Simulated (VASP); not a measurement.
Set up this calculation in VASP 6.6.1, as the native input.

```
Task                   : relaxation of cell and atoms
Functional             : PBEsol
Potentials or basis    : VASP PAW PBE potentials, release 64 (Ge_d)
Cutoff                 : 600 eV
k mesh                 : 10 × 10 × 10
Occupations            : gaussian, width 0.03 eV
Spin                   : no spin polarisation
Further INCAR settings : ALGO = Normal; EDIFF = 1e-07; IBRION = 2; EDIFFG = -0.005; NSW = 90; ISIF = 3
```

The structure of Ge lies in POSCAR:

```
Ge                                      
1.0
    0.0000000000      2.8376024269      2.8376024269
    2.8376024269      0.0000000000      2.8376024269
    2.8376024269      2.8376024269      0.0000000000
  Ge            
     2
Direct
     0.0000000000000000    0.0000000000000000    0.0000000000000000
     0.2500000000000000    0.2500000000000000    0.2500000000000000
```

The input as run:

INCAR

```
PREC = Accurate
ENCUT = 600
EDIFF = 1E-7
ISMEAR = 0
SIGMA = 0.03
LREAL = False
LASPH = True
NELM = 80
ALGO = Normal
ISIF = 3
LWAVE = False
LCHARG = False
GGA = PS
IBRION = 2
NSW = 90
EDIFFG = -0.005
KPAR = 4
```

KPOINTS

```
Automatic mesh
0
Gamma
  10 10 10
```

Potentials or basis: VASP PAW PBE potentials, release 64 (Ge_d).

Launch:

```sh
$ cat potpaw_PBE.64/Ge_d/POTCAR > POTCAR
$ mpirun -np 4 vasp_std > vasp.out
```

It gave:

```
Relaxed volume                         : 22.83 Å³/atom
Relaxed cell                           : a = 4.012 Å, b = 4.012 Å, c = 4.012 Å, α = 60.00°, β = 60.00°, γ = 60.00°
Space group after relaxing (to 0.05 Å) : Fd-3m (No. 227)
Energy gained by relaxing              : 0.0 meV/atom
Ionic steps                            : 5
Pressure after relaxing                : 0.0 GPa
Band gap on the k mesh                 : none (metal or under the smearing width)
```

Caveat: the PAW data sets were made with another functional, which shifts forces and pressure a little; this crystal is a semiconductor, whose small gap the functional closes, so the metal is an error of the method.

It took 29 s on 4 MPI ranks on AMD EPYC 9R14 (Zen 4) (shared host), peak memory 0.18 GiB a rank.
